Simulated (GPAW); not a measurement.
# AlO in GPAW: convergence with basis set

AlO:

```
CELL_PARAMETERS angstrom
2.76919 0.00000 0.00000
0.00000 2.76919 0.00000
0.00000 0.00000 2.76919
ATOMIC_POSITIONS crystal
Al 0.50000 0.50000 0.50000
O 0.00000 0.00000 0.00000
```

The cell was built by a generator and needn't be a form met in nature.

```yaml
Program: GPAW 26.7.0
Task: convergence study
Functional: PBE
Potentials_or_basis: GPAW PAW data sets (gpaw-data 1.2.1)
Basis: lcao:sz(dzp)
Grid_spacing: 0.16 Å
k_mesh: 10 × 10 × 10
Occupations: fermi-dirac, width 0.05 eV
Spin: no spin polarisation
```

These are the settings of the first run; the series varies basis set, with any setting tied to it.

Hardware: 1 thread of Intel(R) Xeon(R) Processor @ 2.50GHz (Skylake/Cascade Lake), on a shared host.

| basis set | energy less the tightest run, at zero smearing (meV/atom) | SCF cycles | CPU time (s) | peak memory (GiB) |
| --- | --- | --- | --- | --- |
| lcao:sz(dzp) | 1048.69 | 7 | 160 | 0.15 |
| lcao:szp(dzp) | 379.68 | 8 | 740 | 0.16 |
| lcao:dz(dzp) | 372.93 | 9 | 300 | 0.15 |
| lcao:dzp | 223.84 | 9 | 960 | 0.17 |
| fd | -37.99 | 12 | 61 | 0.22 |
| pw | 0.00 | 10 | 28 | 0.15 |

Not settled before the last step: the energy (to 1 meV/atom). The tightest run that finished is the yardstick and may itself not be fully converged.

Caveat, for the tightest run too: an odd number of electrons without spin polarisation forces a metal; a magnetic or distorted state may lie lower.
